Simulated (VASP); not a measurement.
**Band edges against the vacuum: BP(110)**

Where do the bulk band edges lie against the vacuum outside BP(110)?

Method: PBEsol; plane waves and PAW (B, P), in VASP 6.6.1.

This is a report of a sequence of runs, with most program output left out.

### Step 1. Starting point

Symmetry: F-43m, No. 216, cubic system. Conventional cell: a = 4.540 Å, b = 4.540 Å, c = 4.540 Å, α = 90.00°, β = 90.00°, γ = 90.00°. B has 4 P at 1.97 Å nearest. Nearest to P lie 4 B at 1.97 Å. Farther neighbours are not listed.

### Step 2. Relaxing the bulk crystal

First cell and atoms are relaxed at a raised cutoff, so that later runs start from this functional's own cell.

Contents of INCAR:

```
SYSTEM = BP
PREC = Accurate
ENCUT = 420
EDIFF = 1E-06
NELM = 120
ISMEAR = 0
SIGMA = 0.03
LREAL = .FALSE.
ALGO = Normal
GGA = PS
NBANDS = 10
LORBIT = 11
LWAVE = .FALSE.
LCHARG = .FALSE.
KPAR = 4
LASPH = .TRUE.
IBRION = 2
NSW = 40
ISIF = 3
EDIFFG = -0.02
POTIM = 0.4
```

Contents of POSCAR:

```
BP
1.0
    0.0000000000      2.2700000000      2.2700000000
    2.2700000000      0.0000000000      2.2700000000
    2.2700000000      2.2700000000      0.0000000000
B P
1 1
Direct
    0.0000000000      0.0000000000      0.0000000000
    0.2500000000      0.2500000000      0.2500000000
```

Contents of KPOINTS:

```
Automatic mesh
0
Gamma
7 7 7
0 0 0
```

The projector-augmented-wave data sets are B and P (PBE family, release 64).

On the command line:

```console
mpirun -np 4 vasp_std
```

It took 5.6 s on 4 MPI ranks of AMD EPYC 7R43, shared host; peak memory 0.41 GiB.

The PAW data sets were made with PBE, which is usual practice but a small mismatch for other functionals. The run keeps the 24 symmetry operations of its start, so it cannot find a distortion of lower symmetry.

Step by step:

| step | energy less that of the first step (eV) | largest force (eV/Å) | pressure (GPa) | volume (Å³) |
| --- | --- | --- | --- | --- |
| 1 | 0.0000 | 0.0000 | -1.98 | 23.39 |
| 2 | -0.0015 | 0.0000 | 0.82 | 23.00 |
| 3 | -0.0017 | 0.0000 | 0.00 | 23.11 |

| conventional cell, symmetrised | before | after | change |
| --- | --- | --- | --- |
| a (Å) | 4.540 | 4.522 | -0.4 % |
| b (Å) | 4.540 | 4.522 | -0.4 % |
| c (Å) | 4.540 | 4.522 | -0.4 % |
| volume (Å³/atom) | 11.70 | 11.56 | -1.2 % |

Final coordinates:

```
B P
1.0
     0.00000    2.26093    2.26093
     2.26093    0.00000    2.26093
     2.26093    2.26093    0.00000
B P
1 1
Direct
  0.00000 0.00000 0.00000
  0.25000 0.25000 0.25000
```

This step gave:

- electronic steps: 24
- electrons: 8
- free energy (TOTEN): -13.67 eV
- Fermi energy: 7.684 eV

The run ended after 3 ionic steps, 0.002 eV below its first step, once forces and stress met EDIFFG = -0.02.

### Step 3. Band edges of the bulk

A static bulk run at the slab's cutoff gives the band edges and the core potentials that tie them to the slab.

Contents of INCAR:

```
SYSTEM = BP
PREC = Normal
ENCUT = 360
EDIFF = 1E-06
NELM = 120
ISMEAR = 0
SIGMA = 0.03
LREAL = .FALSE.
ALGO = Normal
GGA = PS
NBANDS = 10
LORBIT = 11
LWAVE = .FALSE.
LCHARG = .FALSE.
KPAR = 4
LASPH = .TRUE.
```

Contents of POSCAR:

```
BP
1.0
    0.0000000000      2.2609317329      2.2609317329
    2.2609317329      0.0000000000      2.2609317329
    2.2609317329      2.2609317329      0.0000000000
B P
1 1
Direct
    0.0000000000      0.0000000000      0.0000000000
    0.2500000000      0.2500000000      0.2500000000
```

Contents of KPOINTS:

```
Automatic mesh
0
Gamma
17 17 17
0 0 0
```

On the command line:

```console
mpirun -np 4 vasp_std
```

Wall time 6.8 s (4 MPI ranks); peak memory 0.39 GiB.

The gap is read on the k-mesh alone, so it is an upper bound where the band edges lie off the mesh.

Numbers from this step:

```
electronic steps               : 12
Fermi energy                   : 7.656 eV
metallic                       : no
gap on the k-mesh              : 1.112 eV
least direct gap on the k-mesh : 3.373 eV
```

### Step 4. Surface relaxation

System of this step: BP(110). The cell holds 18 atoms: 9 B and 9 P. Cell: a = 3.197 Å, b = 4.522 Å, c = 28.790 Å, α = 90.0°, β = 90.0°, γ = 90.0°. It derives from BP. 9 layers, cut at this functional's lattice. Vacuum lies along c.

All atoms relax at the fixed cell.

Contents of INCAR:

```
SYSTEM = BP
PREC = Normal
ENCUT = 360
EDIFF = 1E-05
NELM = 120
ISMEAR = 0
SIGMA = 0.03
LREAL = Auto
ALGO = Fast
GGA = PS
NBANDS = 54
LORBIT = 11
LWAVE = .FALSE.
LCHARG = .FALSE.
KPAR = 4
LASPH = .TRUE.
IBRION = 2
NSW = 60
ISIF = 2
EDIFFG = -0.03
POTIM = 0.4
MAXMIX = 40
IDIPOL = 3
LDIPOL = .TRUE.
DIPOL = 0.5 0.5 0.5
```

Contents of POSCAR:

```
BP
1.0
    3.1974403203      0.0000000000      0.0000000000
    0.0000000000      4.5218634658      0.0000000000
    0.0000000000      0.0000000000     28.7897612811
B P
9 9
Direct
    0.0000000000      0.0000000000      0.2778765700
    0.5000000000      0.5000000000      0.3334074200
    0.0000000000      0.0000000000      0.3889382800
    0.5000000000      0.5000000000      0.4444691400
    0.0000000000      0.0000000000      0.5000000000
    0.5000000000      0.5000000000      0.5555308600
    0.0000000000      0.0000000000      0.6110617200
    0.5000000000      0.5000000000      0.6665925800
    0.0000000000      0.0000000000      0.7221234300
    0.0000000000      0.7500000000      0.3334074200
    0.5000000000      0.2500000000      0.2778765700
    0.0000000000      0.7500000000      0.4444691400
    0.5000000000      0.2500000000      0.3889382800
    0.0000000000      0.7500000000      0.5555308600
    0.5000000000      0.2500000000      0.5000000000
    0.0000000000      0.7500000000      0.6665925800
    0.5000000000      0.2500000000      0.6110617200
    0.5000000000      0.2500000000      0.7221234300
```

Contents of KPOINTS:

```
Automatic mesh
0
Gamma
8 5 1
0 0 0
```

On the command line:

```console
mpirun -np 4 vasp_std
```

Elapsed: 6.4 min, on 4 MPI ranks; peak memory 1.1 GiB; 25 min of CPU time.

The run keeps the 4 symmetry operations of its start, so it cannot find a distortion of lower symmetry.

Relaxation path:

| step | energy less that of the first step (eV) | largest force (eV/Å) |
| --- | --- | --- |
| 1 | 0.0000 | 2.8678 |
| 2 | -0.7802 | 1.7797 |
| 3 | -0.9514 | 1.2170 |
| 4 | -1.2666 | 0.8329 |
| 5 | -1.3355 | 1.2679 |
| 6 | -1.4048 | 0.9208 |
| 7 | -1.4323 | 0.4001 |
| 8 | -1.4524 | 0.2189 |
| 9 | -1.4525 | 0.2356 |
| 10 | -1.4612 | 0.1114 |
| 11 | -1.4627 | 0.1164 |
| 12 | -1.4675 | 0.1076 |
| 13 | -1.4695 | 0.1622 |
| 14 | -1.4723 | 0.0930 |
| 15 | -1.4744 | 0.1092 |
| 16 | -1.4756 | 0.0306 |
| 17 | -1.4756 | 0.0338 |
| 18 | -1.4758 | 0.0171 |

The atoms that moved most (Å):

| atom | dx | dy | dz | length |
| --- | --- | --- | --- | --- |
| B9 | 0.000 | 0.231 | -0.335 | 0.407 |
| B1 | 0.000 | 0.231 | 0.335 | 0.407 |
| P11 | 0.000 | 0.040 | -0.149 | 0.154 |
| P18 | 0.000 | 0.040 | 0.149 | 0.154 |
| P10 | 0.000 | -0.058 | -0.013 | 0.059 |
| P16 | 0.000 | -0.058 | 0.013 | 0.059 |
| B6 | 0.000 | -0.041 | 0.005 | 0.042 |
| B4 | 0.000 | -0.041 | -0.005 | 0.042 |

The relaxed structure:

```xyz
18
Lattice="3.1974 0.0000 0.0000 0.0000 4.5219 0.0000 0.0000 0.0000 28.7898" Properties=species:S:1:pos:R:3
B     0.0000    0.2310    8.3355
B     1.5987    2.2305    9.5794
B     0.0000   -0.0297   11.1997
B     1.5987    2.2197   12.7913
B     0.0000   -0.0390   14.3949
B     1.5987    2.2197   15.9985
B     0.0000   -0.0297   17.5900
B     1.5987    2.2305   19.2103
B     0.0000    0.2310   20.4543
P     0.0000    3.3338    9.5854
P     1.5987    1.1709    7.8511
P     0.0000    3.3507   12.7932
P     1.5987    1.0977   11.1810
P     0.0000    3.3507   15.9966
P     1.5987    1.0913   14.3949
P     0.0000    3.3338   19.2044
P     1.5987    1.0977   17.6088
P     1.5987    1.1709   20.9387
```

This step gave:

* electronic steps: 146
* electrons: 72
* free energy (TOTEN): -119.1000 eV
* Fermi energy: 1.105 eV
* dipole moment: 0, 0, 0 e·Å
* gap on the k-mesh: 0.2613 eV
* least direct gap on the k-mesh: 1.298 eV

The run ended after 18 ionic steps, 1.476 eV below its first step, once the forces on the free atoms met EDIFFG = -0.03.

### Step 5. Vacuum level and density of states

A static run writes the electrostatic potential without exchange and correlation (LVHAR), which is flat in the vacuum and gives the level to count from. The dipole correction cancels the field that unlike faces would set up across the vacuum.

Contents of INCAR:

```
SYSTEM = BP
PREC = Normal
ENCUT = 360
EDIFF = 1E-06
NELM = 120
ISMEAR = 0
SIGMA = 0.03
LREAL = Auto
ALGO = Fast
GGA = PS
NBANDS = 54
LORBIT = 11
LWAVE = .FALSE.
LCHARG = .TRUE.
KPAR = 4
LASPH = .TRUE.
IDIPOL = 3
LDIPOL = .TRUE.
DIPOL = 0.5 0.5 0.5
LVHAR = .TRUE.
LVACPOTAV = .TRUE.
NEDOS = 1500
```

Contents of POSCAR:

```
BP
1.0
    3.1974403203      0.0000000000      0.0000000000
    0.0000000000      4.5218634658      0.0000000000
    0.0000000000      0.0000000000     28.7897612811
B P
9 9
Direct
    0.0000000000      0.0510760916      0.2895287875
    0.5000000000      0.4932788807      0.3327376895
    0.0000000000      0.9934391289      0.3890176989
    0.5000000000      0.4908818132      0.4443005611
    0.0000000000      0.9913809918      0.5000000000
    0.5000000000      0.4908818132      0.5556994389
    0.0000000000      0.9934391289      0.6109823011
    0.5000000000      0.4932788807      0.6672623105
    0.0000000000      0.0510760916      0.7104712125
    0.0000000000      0.7372528400      0.3329450078
    0.5000000000      0.2589468180      0.2727032434
    0.0000000000      0.7410063197      0.4443658010
    0.5000000000      0.2427591275      0.3883661456
    0.0000000000      0.7410063197      0.5556341990
    0.5000000000      0.2413369691      0.5000000000
    0.0000000000      0.7372528400      0.6670549922
    0.5000000000      0.2427591275      0.6116338544
    0.5000000000      0.2589468180      0.7272967566
```

KPOINTS is that of step 4.

Contents of KPOINTS_OPT:

```
Line mode
14
Line-mode
Reciprocal
  0.00000000   0.00000000   0.00000000 GAMMA
  0.50000000   0.00000000   0.00000000 X

  0.50000000   0.00000000   0.00000000 X
  0.50000000   0.50000000   0.00000000 S

  0.50000000   0.50000000   0.00000000 S
  0.00000000   0.50000000   0.00000000 Y

  0.00000000   0.50000000   0.00000000 Y
  0.00000000   0.00000000   0.00000000 GAMMA

  0.00000000   0.00000000   0.00000000 GAMMA
  0.50000000   0.50000000   0.00000000 S
```

On the command line:

```console
mpirun -np 4 vasp_std
```

The job ended after 2.8 min (4 MPI ranks; peak memory 1.5 GiB; 11 min of CPU time).

This step gave:

- electronic steps: 24
- Fermi energy: 1.106 eV
- least gap on mesh and path: 0.2614 eV
- least direct gap on mesh and path: 1.299 eV
- vacuum levels: 6.457, 6.457 eV
- ionisation potentials of the upper and lower face: 5.481, 5.481 eV
- electron affinities of the upper and lower face: 5.22, 5.22 eV

The electronic bands at the labelled points (eV, zero at the valence-band top; v1 is the highest filled band, c1 the lowest empty one):

| point | v4 | v3 | v2 | v1 | c1 | c2 | c3 | c4 |
| --- | --- | --- | --- | --- | --- | --- | --- | --- |
| Γ | -0.26 | -0.26 | -0.05 | 0.00 | 1.49 | 1.74 | 1.80 | 2.29 |
| 0.46 of the way | -2.12 | -1.53 | -1.16 | -0.85 | 1.64 | 1.81 | 2.14 | 2.39 |
| X | -2.65 | -2.39 | -1.21 | -1.04 | 0.26 | 0.32 | 1.44 | 1.72 |
| 0.54 of the way | -2.32 | -2.22 | -0.99 | -0.84 | 0.80 | 0.93 | 2.63 | 2.64 |
| S | -1.95 | -1.80 | -0.84 | -0.67 | 1.19 | 1.36 | 4.05 | 4.11 |
| 0.46 of the way | -1.73 | -1.70 | -0.78 | -0.73 | 1.48 | 1.57 | 3.81 | 3.86 |
| Y | -1.75 | -1.66 | -0.87 | -0.79 | 1.16 | 1.32 | 2.28 | 2.77 |
| 0.46 of the way | -1.22 | -1.19 | -0.51 | -0.41 | 1.33 | 1.59 | 1.95 | 2.46 |
| Γ | -0.26 | -0.26 | -0.05 | 0.00 | 1.49 | 1.74 | 1.80 | 2.29 |
| 0.46 of the way | -1.63 | -1.35 | -0.75 | -0.64 | 1.47 | 1.65 | 2.82 | 2.87 |
| S | -1.95 | -1.80 | -0.84 | -0.67 | 1.19 | 1.36 | 4.05 | 4.11 |

Of the projections kept (B, P), the largest for each band there; the rest of the weight can lie on other orbitals:

| point | v4 | v3 | v2 | v1 | c1 | c2 | c3 | c4 |
| --- | --- | --- | --- | --- | --- | --- | --- | --- |
| Γ | P 0.62 | B 0.54 | B 0.55 | P 0.59 | B 0.62 | B 0.73 | B 0.61 | B 0.83 |
| X | P 0.56 | P 0.51 | P 0.75 | P 0.71 | B 0.85 | B 0.80 | B 0.75 | B 0.68 |
| S | P 0.53 | P 0.54 | P 0.75 | P 0.73 | B 0.91 | B 0.91 | B 0.60 | B 0.64 |
| Y | B 0.50 | B 0.50 | P 0.71 | P 0.71 | B 0.87 | B 0.90 | B 0.51 | B 0.59 |
| Γ | P 0.62 | B 0.54 | B 0.55 | P 0.59 | B 0.62 | B 0.73 | B 0.61 | B 0.83 |
| S | P 0.53 | P 0.54 | P 0.75 | P 0.73 | B 0.91 | B 0.91 | B 0.60 | B 0.64 |

The planar average of the electrostatic potential oscillates, so the rows of the table below give means over windows of 1.64 Å about each position, cut where the curve ends. Its maxima inside the range that stand out by 2 % of the span (Å: eV): 8.7: -3.78, 10.4: -2.60, 12.0: -2.62, 13.6: -2.62, 15.2: -2.62, 16.8: -2.62, 18.4: -2.60, 20.1: -3.78. Its minima: 7.9: -10.0, 9.6: -11.4, 11.2: -11.4, 12.8: -11.4, 14.4: -11.4, 16.0: -11.4, 17.6: -11.4, 19.2: -11.4, 20.9: -10.0.

Zero at the Fermi level. Planar average of the electrostatic potential against height; means over each step:

| height (Å) | planar average of the electrostatic potential (eV) |
| --- | --- |
| 0.82 | 5.35 |
| 2.46 | 5.35 |
| 4.10 | 5.35 |
| 5.74 | 5.18 |
| 7.38 | -2.86 |
| 9.02 | -7.52 |
| 10.66 | -7.64 |
| 12.30 | -7.61 |
| 13.94 | -7.64 |
| 15.58 | -7.62 |
| 17.22 | -7.58 |
| 18.86 | -7.61 |
| 20.50 | -6.65 |
| 22.14 | 3.09 |
| 23.78 | 5.33 |
| 25.42 | 5.35 |
| 27.06 | 5.35 |

Density of states in the PAW spheres, an atom over height of the layer and energy from the Fermi level.

Ten even steps from '_' (0.000 states/eV) to '@' (0.502 states/eV), each cell a mean:
```
__..______________..__
______________________
::......______......::
@@--::..........::--@@
@@==::..::::::..::==@@
++::::----------::::++
++--------==--------++
++--====++==++====--++
%%****##########****%%
++--++==========++--++
====++==++==++==++====
==--++++******++++--==
--==++**++++++**++==--
--======--==--======--
::::--==========--::::
::--==----------==--::
----------==----------
..::::::------::::::..
..::......__......::..
::----::::::::::----::
--======::::::======--
::------======------::
```
Columns: height of the layer (Å) from 7.9 to 20.9 (not evenly spaced); rows upwards: energy from the Fermi level (eV) from -7.9 to 0.5.

Electrostatic potential energy in the cb plane at fractional x = 0.000, with atoms of B and P within 0.2 Å of it. With pseudopotentials it is smooth inside the atoms' cores, unlike the true potential.

Ten even steps from '0' (-59 eV) to '9' (6 eV), each cell a mean:
```
99999999999999999999975567778566587778566687
99999999999999999999998873026766762026766761
99999999999999999999999850003888840004888830
99999999999999999999999850004899840005899830
99999999999999999999999974237899974247999873
99999999999999999999999998788999988888999988
99999999999999999999999999999999999999999999
99999999999999999999999999999999999999999999
99999999999999999999998899999999999999999999
99999999999999999999986678999988899999888999
99999999999999999999865658999755799998755799
99999999999999999999856857898578589998587589
```
Columns run along c (16.0 Å, from fractional 0.00 to 0.56 of the cell; values clipped at the 3rd and 97th percentile), rows up along b (4.5 Å). Atoms in or near the plane, at fractional coordinates: B at (0.29, 0.05), B at (0.39, 0.99), B at (0.50, 0.99), P at (0.33, 0.74), P at (0.44, 0.74), P at (0.56, 0.74).

Valence density in the cb plane at fractional x = 0.000, with atoms of B and P within 0.2 Å of it. It is the smooth field of the valence electrons, not physical close to the nuclei.

Ten even steps from '0' (-0.92 × 1e-1 e/Å³) to '9' (9.50 × 1e-1 e/Å³), each cell a mean:
```
00000000000000000011125898667876876667867876
00000000000000000001123699789877898689877898
00000000000000000000112476048644684058544683
00000000000000000000111355136422364146322463
00000000000000000000111246664211246664211246
00000000000000000001111124543211124442111234
00000000000000000011111112221111112221111122
00000000000000000011112211111111111111111111
00000000000000000111233321111222211111222211
00000000000000000111246532112344321112344321
00000000000000000011256543223466532123566422
00000000000000000011244575334655643335656643
```
Columns run along c (16.0 Å, from fractional 0.00 to 0.56 of the cell), rows up along b (4.5 Å). Atoms in or near the plane, at fractional coordinates: B at (0.29, 0.05), B at (0.39, 0.99), B at (0.50, 0.99), P at (0.33, 0.74), P at (0.44, 0.74), P at (0.56, 0.74).

The map of layer states is cut here 0.5 eV above the Fermi level, so it leaves out the states above that.

The vacuum level lies 5.48 eV above the highest filled level at the upper face; both faces agree, as the slab has next to no dipole.

The program found no field-free point at its default tolerance, but its printed level agrees with the flat part of the planar average.

### Step 6. Lining up bulk and slab

This step: band edges against the vacuum, PBEsol; plane waves and PAW (VASP 6.6.1).

This step runs nothing: it gathers the runs above.

This step gave:

| Quantity | Value |
| --- | --- |
| ionisation energy | 5.468 eV |
| offset spread | 0.03360 eV |
| bulk gap | 1.112 eV |
| slab gap | 0.2614 eV |
| electron affinity | 4.356 eV |
| buckling | 0.4844 Å |
| tilt | 27.26 degree |
| surface energy, relaxed | 2.188 J/m² |

The averaged core potentials of the four middle atoms lie -6.544 eV from those of the bulk run. The bulk valence top (7.533 eV), moved by that offset, is taken from the upper vacuum level (6.457 eV).

### Step 7. Summary of results

* ionisation energy: 5.47 eV
* electron affinity: 4.36 eV
* buckling: 0.484 Å
* surface energy, relaxed: 2.19 J/m²

**Reading.** The bulk valence-band top lies 5.47 eV below the vacuum of BP(110), and the conduction-band bottom 4.36 eV. The top layer buckles by 0.48 Å, a tilt of 27°, with P outermost, as the anion takes the dangling-bond electrons and the cation flattens towards sp². The surface costs 2.19 J/m². The slab's least gap is 0.26 eV, against 1.11 eV in the bulk. Confinement widens it, surface states can narrow it, and the two gaps need not lie at the same wave vector; the faces' own affinities count to the slab's lowest empty state. The offsets of the four middle atoms spread by 0.03 eV; a shift common to all four would not show in it. The bulk edges are read on a mesh, so a band minimum between its points makes the gap too large and the affinity too small. One thickness was run. Semilocal band edges put the valence top too high and the gap too small.

[Lines on the potential files, build, host, timing and source positions are cut from VASP's logs without a mark.]

[Logs are printed without paths, hosts, clocks, repeated set-up lines and the standing remarks that a program may print on its own settings, such as how far it seeks lower states.]

[Hosts, paths, dates, database ids (printed as entryN), source tags and the programs' standing remarks are cut or masked in the printed files.]

[Runs that stopped without an error message from VASP are left out.]
